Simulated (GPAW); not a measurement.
# BN (R3m) in GPAW: further runs

The runs below take BN through single point, with PBE.

Program: GPAW 26.7.0. These are calculated values, not measurements. Logs are shortened: lines on timing, memory, paths and dates and some standing lists are left out, and cuts for length are marked. The log counts tension as positive stress, the text compression.

**1. The structure**

Symmetry: R3m, No. 160, trigonal system. The conventional cell has a = 2.502 Å, b = 2.502 Å, c = 10.119 Å, α = 90.00°, β = 90.00°, γ = 120.00°. Around N (site symmetry 3m) lie 3 B at 1.44 Å. B (site symmetry 3m) has 3 N at 1.44 Å as nearest neighbours.

The cell is a database's computed one.

**2. Single point, PBE**

File run.py:

```python
from ase.dft.bandgap import bandgap
from ase.io import read, write
from ase.units import GPa
from gpaw import GPAW, PW

atoms = read('POSCAR')

calc = GPAW(mode=PW(800),
            xc='PBE',
            kpts={'size': (12, 12, 12), 'gamma': True},
            occupations={'name': 'methfessel-paxton', 'order': 0, 'width': 0.017},
            nbands=11,
            convergence={'density': 1e-05, 'energy': 1e-05},
            maxiter=150,
            txt='gpaw.txt')
atoms.calc = calc
energy = atoms.get_potential_energy()
forces = atoms.get_forces()
stress = atoms.get_stress()
calc.write('gs.gpw')
write('result.traj', atoms)
print(f'Energy: {energy:.6f} eV')
print('Forces (eV/A):')
print(forces.round(4))
print('Stress (GPa):', (stress / GPa).round(3))
print('Fermi level:', round(calc.get_fermi_level(), 4), 'eV')
print(f'Gap: {bandgap(calc)[0]:.4f} eV, direct: {bandgap(calc, direct=True)[0]:.4f} eV')
```

File POSCAR:

```
BN
1.0
    1.2511217832      0.7223354983      3.3729344033
   -1.2511217832      0.7223354983      3.3729344033
    0.0000000000     -1.4446709966      3.3729344033
N B
1 1
Direct
    0.6672382000      0.6672382000      0.6672382000
    0.0003288000      0.0003288000      0.0003288000
```

Potentials or basis: GPAW PAW data sets (gpaw-data 1.2.1), pw.

Launch:

```bash
$ OMP_NUM_THREADS=1 python run.py
```

gpaw.txt:

```text
__  _  _
 | _ |_)|_||  |
 |__||  | ||/\| - 26.7.0

Input parameters:
  mode=PW(ecut=800.0),
  convergence={'density': 1e-05, 'energy': 1e-05},
  kpts=MonkhorstPack(size=(12, 12, 12), gamma=True),
  maxiter=150,
  nbands=11,
  occupations=Occupations(name='methfessel-paxton', order=0, width=0.017),
  xc=XC(name='PBE')

Diagonalizing LCAO Hamiltonian
Converting LCAO to pw mode

       N

       B

Atoms  # Å, Bohr magnetons
|   | symbol |         x |         y |        z |    initial magnetic moments |
|---|--------|-----------|-----------|----------|-----------------------------|
| 0 |      N |  0.000000 |  0.000000 | 6.751652 | ( 0.0000,  0.0000,  0.0000) |
| 1 |      B | -0.000000 | -0.000000 | 0.003327 | ( 0.0000,  0.0000,  0.0000) |

Unit cell  # Å
| periodic |         x |         y |        z |  lengths |    angles |
|----------|-----------|-----------|----------|----------|-----------|
|      yes |  1.251122 |  0.722335 | 3.372934 | 3.669300 | 39.871987 |
|      yes | -1.251122 |  0.722335 | 3.372934 | 3.669300 | 39.871987 |
|      yes |  0.000000 | -1.444671 | 3.372934 | 3.669300 | 39.871987 |

Number of symmetries: 6
Symmetry operations  # r_c * U_cc + t_c -> r_c
|   | kind |            matrix            |
|---|------|------------------------------|
| 0 |  E   |  1, 0, 0,  0, 1, 0,  0, 0, 1 |
| 1 |  σ   |  1, 0, 0,  0, 0, 1,  0, 1, 0 |
| 2 |  σ   |  0, 1, 0,  1, 0, 0,  0, 0, 1 |
| 3 |  C3  |  0, 1, 0,  0, 0, 1,  1, 0, 0 |
| 4 |  C3  |  0, 0, 1,  1, 0, 0,  0, 1, 0 |
| 5 |  σ   |  0, 0, 1,  0, 1, 0,  1, 0, 0 |

BZ-sampling:
  Number of BZ points: 1728
  Number of IBZ points: 189

  Monkhorst-Pack size: [12, 12, 12]
  Monkhorst-Pack shift: [0.041666666666666664, 0.041666666666666664, 0.041666666666666664]

K-points  # in reciprocal-cell coordinates
|     |                                coordinates |     weight |
|-----|--------------------------------------------|------------|
|   0 | ( -0.00000000,  -0.00000000,  -0.00000000) | 0.00057870 |
|   1 | (  0.08333333,  -0.00000000,  -0.08333333) | 0.00347222 |
|   2 | (  0.08333333,  -0.00000000,  -0.00000000) | 0.00347222 |
|   3 | (  0.08333333,   0.08333333,  -0.08333333) | 0.00347222 |
|   4 | (  0.08333333,   0.08333333,  -0.00000000) | 0.00347222 |
|   5 | (  0.08333333,   0.08333333,   0.08333333) | 0.00115741 |
|   6 | (  0.16666667,  -0.08333333,  -0.08333333) | 0.00347222 |
|   7 | (  0.16666667,  -0.00000000,  -0.16666667) | 0.00347222 |
|   8 | (  0.16666667,  -0.00000000,  -0.08333333) | 0.00694444 |
|   9 | (  0.16666667,  -0.00000000,  -0.00000000) | 0.00347222 |
| ... |                                            |            |
| 188 | (  0.50000000,   0.50000000,   0.50000000) | 0.00057870 |

Plane wave coefficients: 954
Cutoff: 800.0 eV

Spin-components: 1 (collinear spins)
Bands:           11
Projectors:      10
Spin-degeneracy: 2
Datatype:        complex128

Parallelization:
  kpt:    1
  domain: 1
  band:   1

Density:
  Valence electrons: 8.0
  Components: 1
  Grid points: [24 24 24]
  Charge: 0.0  # |e|

Potential:
  Grid points: [24 24 24]

species:
  N:
    name:    Nitrogen
    Z:       7.0
    valence: 5
    core:    2
    charge:  0.0  # [|e|]
    compensation charges:
      type: gauss
      rc: 0.18  # [Å]
      lmax: 2
    cutoffs:
      filter: 1.11  # [Å]
      core: 0.96  # [Å]
    projectors
    | kind |    occ | energy [eV] | rcut [Å] |
    |------|--------|-------------|----------|
    |   2s |  2.000 |     -18.583 |    0.603 |
    |   2p |  3.000 |      -7.089 |    0.529 |
    |    s |        |       8.629 |    0.603 |
    |    p |        |      20.123 |    0.529 |
    |    d |        |       0.000 |    0.577 |

    Using partial waves for N as LCAO basis

  B:
    name:    Boron
    Z:       5.0
    valence: 3
    core:    2
    charge:  0.0  # [|e|]
    compensation charges:
      type: gauss
      rc: 0.20  # [Å]
      lmax: 2
    cutoffs:
      filter: 1.14  # [Å]
      core: 1.38  # [Å]
    projectors
    | kind |    occ | energy [eV] | rcut [Å] |
    |------|--------|-------------|----------|
    |   2s |  2.000 |      -9.443 |    0.635 |
    |   2p |  1.000 |      -3.606 |    0.635 |
    |    s |        |      17.768 |    0.635 |
    |    p |        |      23.605 |    0.635 |
    |    d |        |       0.000 |    0.635 |

    Using partial waves for B as LCAO basis

Reference energy: -2151.211071  # eV

eigensolver:
  PPCG
  Converge bands: occupied
  niter=2

density mixing:
  MSR1-Mixer
  Pratt-step length: 0.05
  Maximum mixing coefficient: 0.75
  Old densities: 10
  SVD Regularization: 0.005
  Good broyden scale: 1.0
  Trust region scale: 1.0
  Backstep threshold: 4.0
  History deletion threshold: 6.0
  Fourier metric: weight=20.0, sigma=0.015

occupation numbers:
  Methfessel-Paxton:
    width: 0.0170  # eV
    order: 0

poisson solver:
  ecut: 6400.0  # eV

xc functional:
  name: PBE with 2 nearest neighbor stencil

convergence criteria:
- Maximum integral of absolute [dens]ity change: 1e-05 electrons / valence electron
- Maximum [total energy] change in last 3 cyles: 1e-05 eV / valence electron
- Maximum integral of absolute [eigenst]ate change: 4e-08 eV^2 / valence electron
maximum number of iterations: 150

SCF iterations
|iter     | |      energy | eigst |  dens |
|---------|-|-------------|-------|-------|
|iter:   1| |  -19.204246 | +0.47 |       |
|iter:   2| |  -18.881226 | -1.38 | -0.64 |
|iter:   3| |  -17.651663 | -1.02 | -0.69 |
|iter:   4| |  -17.630377 | -2.44 | -1.33 |
|iter:   5| |  -17.629858 | -3.17 | -1.71 |
|iter:   6| |  -17.630064 | -4.51 | -2.30 |
|iter:   7| |  -17.630066 | -6.18 | -3.46 |
|iter:   8| |  -17.630067c| -7.64c| -3.98 |
|iter:   9| |  -17.630067c| -8.45c| -5.16c|

Converged in 9 steps
Energy contributions relative to reference atoms: (reference = -2151.211071)

Energy contributions:
  Kinetic:          17.987637
  Coulomb:         -18.149746
  Zero:              0.099105
  External:          0.000000
  Xc:              -17.567063
  Entropy:           0.000000
  Spinorbit:         0.000000
  ----------------------------
  Free energy:     -17.630067
  Extrapolated:    -17.630067

dipole moment: (0.000000, -0.000000, -13.655119)  # |e|*Ang

Fermi level: 4.706
Eigenvalues  # (at kpt = [-0.000, -0.000, -0.000])
| band index |      eig [eV] | occ [0-2] |
|------------|---------------|-----------|
|          0 |       -13.909 |     2.000 |
|          1 |        -0.318 |     2.000 |
|          2 |         2.572 |     2.000 |
|          3 |         2.572 |     2.000 |
|          4 |         9.044 |     0.000 |
|          5 |        15.559 |     0.000 |
|          6 |        15.560 |     0.000 |
|          7 |        17.005 |     0.000 |
|          8 |        18.614 |     0.000 |
|          9 |        29.790 |     0.000 |
|         10 |        31.791 |     0.000 |

Gap: 4.285 eV
Transition (v -> c):
  (s=0, k=50, n=3, [0.33, -0.00, -0.33]) -> (s=0, k=182, n=4, [0.50, 0.50, -0.00])
Direct/indirect transitions are different
Direct gap: 4.699 eV
Transition at: (s=0, k=50, n=3, [0.33, -0.00, -0.33])

Forces  # eV/Ang
|       x |        y |        z |
|---------|----------|----------|
| 0.00000 |  0.00000 | -0.00341 |  # N    0
| 0.00000 | -0.00000 |  0.00315 |  # B    1

Stress tensor  # eV/Ang^3
|         x |         y |         z |
|-----------|-----------|-----------|
| -0.021951 |  0.000000 | -0.000000 |
| -0.000000 | -0.021951 | -0.000000 |
| -0.000000 | -0.000000 | -0.009087 |

# Writing to gs.gpw (mode='')
```

It took 55 s on 1 thread of Arm Neoverse V1, shared host; peak memory 0.2 GiB.

What came out:

```yaml
Free_energy: -17.6301 eV
Pressure: 2.8 GPa
Largest_force: 0.003 eV/Å
Band_gap_on_the_k_mesh: 4.29 eV, indirect (least direct gap 4.70 eV)
```

Forces in eV/Å, atoms in the order of the input:
```
N    0.000  0.000 -0.003
B    0.000  0.000  0.003
```

Levels at points of the mesh, in eV from the valence-band top:
```csv
k point,band 2,band 3,band 4,band 5,band 6,band 7
"(0.00, 0.00, 0.00)",-4.18,-1.29,-1.29,5.18,11.70,11.70
"(0.50, 0.00, 0.00)",-8.93,-4.07,-0.60,5.29,9.93,13.09
"(0.50, 0.50, 0.00)",-8.81,-4.13,-1.17,4.29,9.92,14.27
"(0.50, 0.50, 0.50)",-6.13,-1.31,-1.31,10.12,11.63,11.63
```

Caveat: the program warned that so skewed a cell can give wrong results. A k mesh can miss the band edges.

**3. Single point, PBE**

run.py: that of step 2 with these lines changed.

```diff
@@ -2,4 +2,5 @@
 from ase.io import read, write
-from ase.units import GPa
+from ase.units import Bohr, GPa
 from gpaw import GPAW, PW
+from gpaw.elf import elf_from_dft_calculation
 
@@ -10,3 +11,3 @@
             kpts={'size': (12, 12, 12), 'gamma': True},
-            occupations={'name': 'methfessel-paxton', 'order': 0, 'width': 0.017},
+            occupations={'name': 'methfessel-paxton', 'order': 0, 'width': 0.024},
             nbands=11,
@@ -27 +28,6 @@
 print(f'Gap: {bandgap(calc)[0]:.4f} eV, direct: {bandgap(calc, direct=True)[0]:.4f} eV')
+
+# fields on the real-space grid
+write('density.cube', atoms, data=calc.get_pseudo_density() * Bohr**3)
+write('potential.cube', atoms, data=calc.get_electrostatic_potential())
+write('elf.cube', atoms, data=elf_from_dft_calculation(calc).data)
```

POSCAR is that of step 2.

Potentials or basis: GPAW PAW data sets (gpaw-data 1.2.1), pw.

Launch:

```bash
$ OMP_NUM_THREADS=1 python run.py
```

gpaw.txt:

```text
__  _  _
 | _ |_)|_||  |
 |__||  | ||/\| - 26.7.0

Input parameters:
  mode=PW(ecut=800.0),
  convergence={'density': 1e-05, 'energy': 1e-05},
  kpts=MonkhorstPack(size=(12, 12, 12), gamma=True),
  maxiter=150,
  nbands=11,
  occupations=Occupations(name='methfessel-paxton', order=0, width=0.024),
  xc=XC(name='PBE')

Diagonalizing LCAO Hamiltonian
Converting LCAO to pw mode

       N

       B

Atoms  # Å, Bohr magnetons
|   | symbol |         x |         y |        z |    initial magnetic moments |
|---|--------|-----------|-----------|----------|-----------------------------|
| 0 |      N |  0.000000 |  0.000000 | 6.751652 | ( 0.0000,  0.0000,  0.0000) |
| 1 |      B | -0.000000 | -0.000000 | 0.003327 | ( 0.0000,  0.0000,  0.0000) |

Unit cell  # Å
| periodic |         x |         y |        z |  lengths |    angles |
|----------|-----------|-----------|----------|----------|-----------|
|      yes |  1.251122 |  0.722335 | 3.372934 | 3.669300 | 39.871987 |
|      yes | -1.251122 |  0.722335 | 3.372934 | 3.669300 | 39.871987 |
|      yes |  0.000000 | -1.444671 | 3.372934 | 3.669300 | 39.871987 |

Number of symmetries: 6
Symmetry operations  # r_c * U_cc + t_c -> r_c
|   | kind |            matrix            |
|---|------|------------------------------|
| 0 |  E   |  1, 0, 0,  0, 1, 0,  0, 0, 1 |
| 1 |  σ   |  1, 0, 0,  0, 0, 1,  0, 1, 0 |
| 2 |  σ   |  0, 1, 0,  1, 0, 0,  0, 0, 1 |
| 3 |  C3  |  0, 1, 0,  0, 0, 1,  1, 0, 0 |
| 4 |  C3  |  0, 0, 1,  1, 0, 0,  0, 1, 0 |
| 5 |  σ   |  0, 0, 1,  0, 1, 0,  1, 0, 0 |

BZ-sampling:
  Number of BZ points: 1728
  Number of IBZ points: 189

  Monkhorst-Pack size: [12, 12, 12]
  Monkhorst-Pack shift: [0.041666666666666664, 0.041666666666666664, 0.041666666666666664]

K-points  # in reciprocal-cell coordinates
|     |                                coordinates |     weight |
|-----|--------------------------------------------|------------|
|   0 | ( -0.00000000,  -0.00000000,  -0.00000000) | 0.00057870 |
|   1 | (  0.08333333,  -0.00000000,  -0.08333333) | 0.00347222 |
|   2 | (  0.08333333,  -0.00000000,  -0.00000000) | 0.00347222 |
|   3 | (  0.08333333,   0.08333333,  -0.08333333) | 0.00347222 |
|   4 | (  0.08333333,   0.08333333,  -0.00000000) | 0.00347222 |
|   5 | (  0.08333333,   0.08333333,   0.08333333) | 0.00115741 |
|   6 | (  0.16666667,  -0.08333333,  -0.08333333) | 0.00347222 |
|   7 | (  0.16666667,  -0.00000000,  -0.16666667) | 0.00347222 |
|   8 | (  0.16666667,  -0.00000000,  -0.08333333) | 0.00694444 |
|   9 | (  0.16666667,  -0.00000000,  -0.00000000) | 0.00347222 |
| ... |                                            |            |
| 188 | (  0.50000000,   0.50000000,   0.50000000) | 0.00057870 |

Plane wave coefficients: 954
Cutoff: 800.0 eV

Spin-components: 1 (collinear spins)
Bands:           11
Projectors:      10
Spin-degeneracy: 2
Datatype:        complex128

Parallelization:
  kpt:    1
  domain: 1
  band:   1

Density:
  Valence electrons: 8.0
  Components: 1
  Grid points: [24 24 24]
  Charge: 0.0  # |e|

Potential:
  Grid points: [24 24 24]

species:
  N:
    name:    Nitrogen
    Z:       7.0
    valence: 5
    core:    2
    charge:  0.0  # [|e|]
    compensation charges:
      type: gauss
      rc: 0.18  # [Å]
      lmax: 2
    cutoffs:
      filter: 1.11  # [Å]
      core: 0.96  # [Å]
    projectors
    | kind |    occ | energy [eV] | rcut [Å] |
    |------|--------|-------------|----------|
    |   2s |  2.000 |     -18.583 |    0.603 |
    |   2p |  3.000 |      -7.089 |    0.529 |
    |    s |        |       8.629 |    0.603 |
    |    p |        |      20.123 |    0.529 |
    |    d |        |       0.000 |    0.577 |

    Using partial waves for N as LCAO basis

  B:
    name:    Boron
    Z:       5.0
    valence: 3
    core:    2
    charge:  0.0  # [|e|]
    compensation charges:
      type: gauss
      rc: 0.20  # [Å]
      lmax: 2
    cutoffs:
      filter: 1.14  # [Å]
      core: 1.38  # [Å]
    projectors
    | kind |    occ | energy [eV] | rcut [Å] |
    |------|--------|-------------|----------|
    |   2s |  2.000 |      -9.443 |    0.635 |
    |   2p |  1.000 |      -3.606 |    0.635 |
    |    s |        |      17.768 |    0.635 |
    |    p |        |      23.605 |    0.635 |
    |    d |        |       0.000 |    0.635 |

    Using partial waves for B as LCAO basis

Reference energy: -2151.211071  # eV

eigensolver:
  PPCG
  Converge bands: occupied
  niter=2

density mixing:
  MSR1-Mixer
  Pratt-step length: 0.05
  Maximum mixing coefficient: 0.75
  Old densities: 10
  SVD Regularization: 0.005
  Good broyden scale: 1.0
  Trust region scale: 1.0
  Backstep threshold: 4.0
  History deletion threshold: 6.0
  Fourier metric: weight=20.0, sigma=0.015

occupation numbers:
  Methfessel-Paxton:
    width: 0.0240  # eV
    order: 0

poisson solver:
  ecut: 6400.0  # eV

xc functional:
  name: PBE with 2 nearest neighbor stencil

convergence criteria:
- Maximum integral of absolute [dens]ity change: 1e-05 electrons / valence electron
- Maximum [total energy] change in last 3 cyles: 1e-05 eV / valence electron
- Maximum integral of absolute [eigenst]ate change: 4e-08 eV^2 / valence electron
maximum number of iterations: 150

SCF iterations
|iter     | |      energy | eigst |  dens |
|---------|-|-------------|-------|-------|
|iter:   1| |  -19.204246 | +0.47 |       |
|iter:   2| |  -18.881226 | -1.38 | -0.64 |
|iter:   3| |  -17.651663 | -1.02 | -0.69 |
|iter:   4| |  -17.630377 | -2.44 | -1.33 |
|iter:   5| |  -17.629858 | -3.17 | -1.71 |
|iter:   6| |  -17.630064 | -4.51 | -2.30 |
|iter:   7| |  -17.630066 | -6.18 | -3.46 |
|iter:   8| |  -17.630067c| -7.64c| -3.98 |
|iter:   9| |  -17.630067c| -8.45c| -5.16c|

Converged in 9 steps
Energy contributions relative to reference atoms: (reference = -2151.211071)

Energy contributions:
  Kinetic:          17.987637
  Coulomb:         -18.149746
  Zero:              0.099105
  External:          0.000000
  Xc:              -17.567063
  Entropy:           0.000000
  Spinorbit:         0.000000
  ----------------------------
  Free energy:     -17.630067
  Extrapolated:    -17.630067

dipole moment: (0.000000, -0.000000, -13.655119)  # |e|*Ang

Fermi level: 4.706
Eigenvalues  # (at kpt = [-0.000, -0.000, -0.000])
| band index |      eig [eV] | occ [0-2] |
|------------|---------------|-----------|
|          0 |       -13.909 |     2.000 |
|          1 |        -0.318 |     2.000 |
|          2 |         2.572 |     2.000 |
|          3 |         2.572 |     2.000 |
|          4 |         9.044 |     0.000 |
|          5 |        15.559 |     0.000 |
|          6 |        15.560 |     0.000 |
|          7 |        17.005 |     0.000 |
|          8 |        18.614 |     0.000 |
|          9 |        29.790 |     0.000 |
|         10 |        31.791 |     0.000 |

Gap: 4.285 eV
Transition (v -> c):
  (s=0, k=50, n=3, [0.33, -0.00, -0.33]) -> (s=0, k=182, n=4, [0.50, 0.50, -0.00])
Direct/indirect transitions are different
Direct gap: 4.699 eV
Transition at: (s=0, k=50, n=3, [0.33, -0.00, -0.33])

Forces  # eV/Ang
|       x |        y |        z |
|---------|----------|----------|
| 0.00000 |  0.00000 | -0.00341 |  # N    0
| 0.00000 | -0.00000 |  0.00315 |  # B    1

Stress tensor  # eV/Ang^3
|         x |         y |         z |
|-----------|-----------|-----------|
| -0.021951 |  0.000000 | -0.000000 |
| -0.000000 | -0.021951 | -0.000000 |
| -0.000000 | -0.000000 | -0.009087 |

# Writing to gs.gpw (mode='')
```

Wall time 56 s (1 thread of Arm Neoverse V1, shared host); peak memory 0.2 GiB.

What came out:

```
Free energy            : -17.6301 eV
Pressure               : 2.8 GPa
Largest force          : 0.003 eV/Å
Band gap on the k mesh : 4.29 eV, indirect (least direct gap 4.70 eV)
```

Forces in eV/Å, atoms in the order of the input:
```
N    0.000  0.000 -0.003
B    0.000  0.000  0.003
```

Levels at points of the mesh, in eV from the valence-band top:
| k point | band 2 | band 3 | band 4 | band 5 | band 6 | band 7 |
| --- | --- | --- | --- | --- | --- | --- |
| (0.00, 0.00, 0.00) | -4.18 | -1.29 | -1.29 | 5.18 | 11.70 | 11.70 |
| (0.50, 0.00, 0.00) | -8.93 | -4.07 | -0.60 | 5.29 | 9.93 | 13.09 |
| (0.50, 0.50, 0.00) | -8.81 | -4.13 | -1.17 | 4.29 | 9.92 | 14.27 |
| (0.50, 0.50, 0.50) | -6.13 | -1.31 | -1.31 | 10.12 | 11.63 | 11.63 |

Caveat: the program warned that so skewed a cell can give wrong results.
